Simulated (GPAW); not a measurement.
Crystal: LiCl.

```
Cl Li
1.0
     0.00000    2.56477    2.56477
     2.56477    0.00000    2.56477
     2.56477    2.56477    0.00000
Cl Li
1 1
Cartesian
  2.5648 2.5648 2.5648
  0.0000 0.0000 0.0000
```

| Property | Result |
| --- | --- |
| Program | GPAW 26.7.0 |
| Task | relaxation of cell and atoms |
| Functional | PBEsol |
| Dispersion | D3(BJ) |
| Potentials or basis | PAW data sets generated in the run's folder for this functional |
| Cutoff | 800 eV |
| Basis | pw |
| k mesh | 9 × 9 × 9 |
| Occupations | fermi-dirac, width 0.05 eV |
| Spin | no spin polarisation |

At the start: pressure -2.9 GPa; volume 16.87 Å³/atom.

How do energy, volume and symmetry change on relaxing?

Over 3 steps the energy falls by 13.8 meV/atom and the volume is 15.28 Å³/atom (-9.4 %); space group Fm-3m (No. 225, to 0.05 Å).

Step by step:
```
step  energy change (eV)  largest force (eV/Å)  pressure (GPa)  volume (Å³)
   1              0.0000                0.0000           -2.92        33.74
   2             -0.0039                0.0000           -2.75        33.52
   3             -0.0276                0.0000            0.39        30.56
```

Final structure:
```
Cl Li
1.0
     0.00000    2.48136    2.48136
     2.48136    0.00000    2.48136
     2.48136    2.48136    0.00000
Cl Li
1 1
Direct
  0.50000 0.50000 0.50000
  0.00000 0.00000 0.00000
```

Caveat: later steps reuse the first step's grids.
